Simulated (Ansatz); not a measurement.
## A series in volume per atom on P

All results are calculated (Ansatz 0.2.0 development build). Equation of state of a cubic crystal from periodic Kohn-Sham density functional theory without spin; pressure corrected for the finite basis.

Cell of the first row (space group Fd-3m, No. 227):
```
cell vectors (Å)
   0.0000     2.6678     2.6678
   2.6678     0.0000     2.6678
   2.6678     2.6678     0.0000
atoms (fractions of the cell vectors)
P   0.00000  0.00000  0.00000
P   0.25000  0.25000  0.25000
```

Settings of every row: formula P; structure type diamond; functional r2SCAN; spin treatment none; k mesh 11x11x11; occupation method fermi-dirac; occupation width 0.1 eV; wave cutoff 600 eV; datasets hand-made PAW; density cutoff ratio 5; xc grid level 2.

Limits: a cubic model structure, not a phase known at ambient conditions; the SCF threshold is loose for a stress in some rows.

| row | volume per atom (Å³) | energy above lowest point (meV/atom) | pressure (GPa) |
| --- | --- | --- | --- |
| 1 | 18.988 | 7.62 | 2.608 |
| 2 | 19.607 | 0.83 | 0.947 |
| 3 | 20.226 | 0 | -0.481 |
| 4 | 20.845 | ? | ? |
| 5 | 21.465 | 13.13 | -2.822 |

Question: what energy above lowest point and pressure should row 4 give?

Worked fit of energy above lowest point. Take u = (V_r/V)^(2/3) − 1 with V_r = 19.916 Å³ an atom, which is twice the finite (Eulerian) strain; such expansions in the strain, on which the Birch-Murnaghan equation of state is built, carry the rest volume and the bulk modulus. The shown rows have u = 0.03232, 0.01048, -0.01024, -0.04871. Least squares give energy above lowest point = −0.28 + 37.24 × u + 6415.3 × u² meV/atom; a straight line predicts inner rows, each left out in turn, worse (root mean square 6.6 against 0.03 meV/atom). The rows lie off it by 0.00, 0.02, -0.01, 0.00. Its lowest point lies at u = -0.0029, or V = 20 Å³ an atom, and the curvature there gives the bulk modulus at fixed shape and fractions, B = (4/9)(1 + u)² E″(u)/V = 45.4 GPa. The withheld row has u = -0.02994, so the fit gives −0.28 + 37.24 × (-0.02994) + 6415.3 × (-0.02994)² = 4.36 meV/atom.

The calculation gave 4.31 meV/atom. The fit lies 0.05 meV/atom (1.2 % of the value, 0.38 % of the column's range) above it; its largest miss of a shown row is 0.02 meV/atom.

Worked fit of pressure. Take u = (V_r/V)^(2/3) − 1 with V_r = 19.916 Å³ an atom, which is twice the finite (Eulerian) strain; such expansions in the strain, on which the Birch-Murnaghan equation of state is built, carry the rest volume and the bulk modulus. The shown rows have u = 0.03232, 0.01048, -0.01024, -0.04871. Least squares give pressure = 0.2095 + 69.389 × u + 147.22 × u² GPa; a straight line predicts inner rows, each left out in turn, worse (root mean square 0.15 against 0.012 GPa). The rows lie off it by 0.002, -0.006, 0.005, -0.001 (root mean square 0.0041 GPa). The pressure vanishes at u = -0.0030, or V = 20.01 Å³ an atom, and there the bulk modulus at fixed shape and fractions is B = −V dP/dV = (2/3)(1 + u) dP/du = 45.5 GPa. The withheld row has u = -0.02994, so the fit gives 0.2095 + 69.389 × (-0.02994) + 147.22 × (-0.02994)² = -1.736 GPa.

The calculation gave -1.722 GPa. The fit lies 0.014 GPa (0.26 % of the column's range) below it; its largest miss of a shown row is 0.006 GPa.
